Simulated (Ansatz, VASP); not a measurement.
## Two plane-wave programs on SiC

The input INCAR:

```
PREC     = Accurate       # precision mode
ENCUT    = 520            # plane-wave cutoff, eV
EDIFF    = 1E-6           # SCF threshold, eV
ISMEAR   = -1             # smearing method
SIGMA    = 0.02           # smearing width, eV
LREAL    = False          # projectors in reciprocal space
LASPH    = True           # aspherical terms in the spheres
NELM     = 80             # most SCF steps
ALGO     = Normal         # electronic algorithm
ISIF     = 2              # what is computed and relaxed
LWAVE    = False          # write WAVECAR
LCHARG   = True           # write CHGCAR
GGA      = PE             # functional
LELF     = True           # ELF
LVHAR    = True         
NBANDS   = 11             # bands
```

Contents of KPOINTS:

```
regular mesh
0
Gamma
  10 10 10
```

POSCAR

```
SiC
1.0
    0.0000000000      2.2817276394      2.2817276394
    2.2817276394      0.0000000000      2.2817276394
    2.2817276394      2.2817276394      0.0000000000
Si C
1 1
Direct
    0.0000000000      0.0000000000      0.0000000000
    0.2500000000      0.2500000000      0.2500000000
```

Input for Ansatz:

```yaml
crystal:
  lattice:
    - [0.0, 2.2817276394, 2.2817276394]
    - [2.2817276394, 0.0, 2.2817276394]
    - [2.2817276394, 2.2817276394, 0.0]
  atoms:
    - { symbol: Si, position: [0.0, 0.0, 0.0] }
    - { symbol: C, position: [0.25, 0.25, 0.25] }
kpoints:
  mp_grid: { grid: [10, 10, 10] }
  band_path:
    path:
      - [0.0, 0.0, 0.0]
      - [-0.5, -0.5, 0.0]
      - [-0.375, -0.375, 0.25]
      - [-0.375, 0.0, 0.375]
      - [0.0, 0.0, 0.5]
      - [-0.5, -0.25, 0.25]
    npoints: 1
hamiltonian:
  xc: pbe
scf:
  occupations: { method: fermi_dirac, width: 0.02 }
  n_extra_bands: 4
output:
  forces: true
  stress: true
  eigenvalues: true
```

Change from the starting cell: hydrostatic strain +4.8%.

Alike in both runs: task single point; functional PBE; k mesh 10 × 10 × 10; occupations fermi-dirac, width 0.02 eV; no spin polarisation.

```csv
,VASP,Ansatz
version,VASP 6.6.1,Ansatz 0.2.0
potentials or method,"VASP PAW PBE potentials, release 64 (Si, C)","plane waves, PAW"
plane-wave cutoff (eV),520,420
valence electrons in the cell,8,8
```

```tsv
	VASP	Ansatz	Ansatz less VASP
gap on the k mesh at the Fermi level (eV)	1.47	1.47	+0.001
pressure (GPa)	-20.5	-20.5	+0.01
```

Caveats: so large a pressure means that the cell lies far from this level's equilibrium, or that cutoff or potentials fall short (VASP). A k mesh can miss the band edges.
